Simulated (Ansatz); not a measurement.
Runs of Ansatz 0.2.0 on Si. It takes space group Fd-3m (No. 227, cubic). Conventional cell: a = 5.444 Å, b = 5.444 Å, c = 5.444 Å, α = 90.00°, β = 90.00°, γ = 90.00°. Around Si (site symmetry -43m) lie 4 Si at 2.36 Å. 

```tsv
task	potentials or basis	k mesh	cutoff (eV)	smearing	basis error allowed	gap on the mesh (eV)	pressure (GPa)
Wannier functions	all-electron PAW datasets made for the crystal	8 × 8 × 8	200	fixed	-	0.63	1.3
single point	all-electron LAPW, scalar-relativistic	5 × 5 × 5	195	fermi-dirac 0.03 eV	0.002 eV/atom	(a)	1.5
dielectric tensor	all-electron PAW datasets made for the crystal	8 × 8 × 8	200	fixed	-	0.63	-
electric field gradients	all-electron PAW datasets made for the crystal	8 × 8 × 8	180	fermi-dirac 0.05 eV	-	0.63	1.3
```

Alike in all rows: level PBE; no spin polarisation; cell as given.

**Question.** Estimate the missing entries.

**Answer.** (a) 0.59.

Caveats: an odd mesh through Γ misses points on the zone boundary, where band edges often lie (some runs); the gap is small at this level, which inflates the dielectric constant (some runs).

The runs don't all hold the same shells in valence.
